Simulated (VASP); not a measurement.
Method: LDA (Ceperley-Alder, Perdew-Zunger), VASP's LDA PAW potentials (set 64) (plane waves; VASP).

Input for VASP

**INCAR**
```
! general
SYSTEM  = CsCl
PREC    = Accurate
ENCUT   = 400
LREAL   = .FALSE.
LASPH   = .TRUE.   ! aspherical one-centre terms

! electronic loop
EDIFF   = 1E-6   ! SCF stop (eV)
NELM    = 100   ! most electronic steps
ALGO    = Normal   ! blocked Davidson
LMAXMIX = 4   ! l cut-off of mixed one-centre charges

! smearing
ISMEAR  = 0
SIGMA   = 0.05   ! width (eV)

! ions
IBRION  = 2   ! conjugate gradients
NSW     = 60   ! most ionic steps
ISIF    = 3
EDIFFG  = -0.01   ! ionic stop

! output
LWAVE   = .FALSE.
LCHARG  = .FALSE.
```

POSCAR:
```
CsCl
1
    3.9738754751     0.0000000000    -0.0000000000
   -0.0000000000     3.9738754751     0.0000000000
   -0.0000000000     0.0000000000     3.9738754751
Cs Cl
1 1
Direct
  0.0000000000   0.0000000000   0.0000000000
  0.5000000000   0.5000000000   0.5000000000
```

File KPOINTS:
```
K-points
0
G
  6 6 6
0 0 0
```

POTCAR, in this order: Cs_sv Cl (LDA.64 set). Program: vasp_std.

What VASP printed:

OSZICAR:
```
       N       E                     dE             d eps       ncg     rms          rms(c)
DAV:   1     0.814910248230E+02    0.81491E+02   -0.62305E+03   480   0.963E+02
DAV:   2    -0.251127488194E+01   -0.84002E+02   -0.79448E+02   752   0.174E+02
DAV:   3    -0.762403935489E+01   -0.51128E+01   -0.50882E+01   608   0.479E+01
DAV:   4    -0.767304777449E+01   -0.49008E-01   -0.48995E-01   552   0.583E+00
DAV:   5    -0.767372971821E+01   -0.68194E-03   -0.68187E-03   604   0.670E-01    0.230E+00
DAV:   6    -0.735809296703E+01    0.31564E+00   -0.55907E-01   532   0.455E+00    0.170E+00
DAV:   7    -0.731573970505E+01    0.42353E-01   -0.15273E-01   664   0.230E+00    0.913E-01
DAV:   8    -0.731012888034E+01    0.56108E-02   -0.10072E-02   576   0.742E-01    0.123E-01
DAV:   9    -0.730960234616E+01    0.52653E-03   -0.12181E-03   676   0.232E-01    0.932E-02
DAV:  10    -0.730961821024E+01   -0.15864E-04   -0.87526E-05   580   0.780E-02    0.184E-02
DAV:  11    -0.730962094417E+01   -0.27339E-05   -0.63309E-06   552   0.195E-02    0.379E-03
DAV:  12    -0.730962067275E+01    0.27142E-06   -0.32572E-06   544   0.114E-02
   1 F= -.73096207E+01 E0= -.73096207E+01  d E =-.730962E+01
```

### OUTCAR
```
------------------------ aborting loop because EDIFF is reached ----------------------------------------
  FORCE on cell =-STRESS in cart. coord.  units (eV):
  Direction    XX          YY          ZZ          XY          YZ          ZX
  --------------------------------------------------------------------------------------
  Total        0.0099788      0.0099788      0.0099788      0.0000000      0.0000000     -0.0000000
  in kB        0.2547675      0.2547675      0.2547675      0.0000000      0.0000000     -0.0000000
  external PRESSURE =       0.2547675 kB  Pullay stress =       0.0000000 kB
  volume of cell :       62.75
      direct lattice vectors                 reciprocal lattice vectors
     3.973875475  0.000000000  0.000000000     0.251643517  0.000000000  0.000000000
     0.000000000  3.973875475  0.000000000     0.000000000  0.251643517  0.000000000
     0.000000000  0.000000000  3.973875475     0.000000000  0.000000000  0.251643517
 POSITION                                       TOTAL-FORCE (eV/Angst)
 -----------------------------------------------------------------------------------
      0.00000      0.00000      0.00000         0.000000      0.000000      0.000000
      1.98694      1.98694      1.98694         0.000000      0.000000      0.000000
 -----------------------------------------------------------------------------------
    total drift:                                0.000000      0.000000      0.000000
  FREE ENERGIE OF THE ION-ELECTRON SYSTEM (eV)
  ---------------------------------------------------
  free  energy   TOTEN  =        -7.3096206728 eV

  energy  without entropy=       -7.3096206728  energy(sigma->0) =       -7.30962067

 reached required accuracy - stopping structural energy minimisation
```
(Selected blocks of OUTCAR.)

The compound is CsCl in the CsCl type structure. It was relaxed first, which changed the volume by -10 %. The start is the result of an earlier pass.
